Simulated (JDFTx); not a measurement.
The system is AgCl (Chlorargyrite).

```xyz
2
Lattice="0.0000 2.7350 2.7350 2.7350 0.0000 2.7350 2.7350 2.7350 0.0000" Properties=species:S:1:pos:R:3 pbc="T T T"
Ag    0.0000    0.0000    0.0000
Cl    2.7350    2.7350    2.7350
```

Program: JDFTx 1.7.0 (patched build). Alike in all runs: task single point; no spin polarisation; cell as given; smearing fermi-dirac 0.05 eV.

Q: Order these runs on this cell by their band gap on the k mesh, lowest first.
A. level SCAN; potentials or basis SG15-PBE-1.2; k mesh 5 × 5 × 5; cutoff (eV) 1088
B. level PBE; potentials or basis PseudoDojo-SR-PBE-0.5-standard; k mesh 8 × 8 × 8; cutoff (eV) 1116
C. level PBEsol; potentials or basis PseudoDojo-SR-PBEsol-0.4.1-standard; k mesh 8 × 8 × 8; cutoff (eV) 1116

A: C (0.73 eV), B (0.91 eV), A (1.51 eV).

Caveats: an odd mesh through Γ misses points on the zone boundary, where band edges often lie (some runs).

A k mesh can miss the band edges, odd and even meshes differently.
